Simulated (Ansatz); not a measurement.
# ZnS: computed properties

Level of theory: DFT PBE, scalar-relativistic, plane waves, PAW (Ansatz 0.2.0).

Settings: cutoff 420 eV, Γ-centred mesh 12×12×12 on the computed 8-atom cell, Gaussian smearing of 0.02 eV; no spin polarisation.

The structure is relaxed at this level of theory with its symmetry kept. This form isn't the usual stable structure of the compound.

```xyz
8
Lattice="1.9237 1.1106 12.5932 -1.9237 1.1106 12.5932 0.0000 -2.2212 12.5932" Properties=species:S:1:pos:R:3 pbc="T T T"
Zn    0.0000    0.0000   22.0393
Zn    0.0000    0.0000   37.7759
Zn    0.0000    0.0000   15.7376
Zn    0.0000    0.0000    6.2976
S     0.0000    0.0000   13.3765
S     0.0000    0.0000    3.9360
S     0.0000    0.0000   19.6816
S     0.0000    0.0000   35.4187
```

Task: Formation energy from the elements' standard states (uncorrected)?

Result: -0.821 eV/atom.

Task: Kohn–Sham band gap?

Result: 2.04 eV, direct at Γ.

Task: Löwdin character of the top 1 eV of the valence band?

Result: S 3p 88 %, Zn 3d 8 %.

Task: Löwdin character of the lowest 1 eV of the conduction band?

Result: Zn 4s 57 %, S 3s 26 %, S 3p 15 %.

Task: Electron masses at the edge by Cartesian direction of the computed cell, whose vectors are (1.924, 1.111, 12.593), (-1.924, 1.111, 12.593), (0.000, -2.221, 12.593) Å (m_e; degenerate bands sorted by energy; no spin-orbit coupling)?

Result: x: 0.17; y: 0.17; z: 0.16.

Task: Hole masses at the edge by Cartesian direction of the computed cell, whose vectors are (1.924, 1.111, 12.593), (-1.924, 1.111, 12.593), (0.000, -2.221, 12.593) Å (m_e; degenerate bands sorted by energy; no spin-orbit coupling)?

Result: x: 1.4, 0.17; y: 1.4, 0.17; z: 1.6, 1.6.

Task: Bader charges (e)?

Result: Zn (1 in the cell) 0.89, Zn (1 in the cell) 0.89, Zn (1 in the cell) 0.89, Zn (1 in the cell) 0.89, S (1 in the cell) -0.89, S (1 in the cell) -0.89, S (1 in the cell) -0.89, S (1 in the cell) -0.89.

Cost: 3 runs of about 17 core-minutes in all, on Arm Neoverse V2 (shared hosts).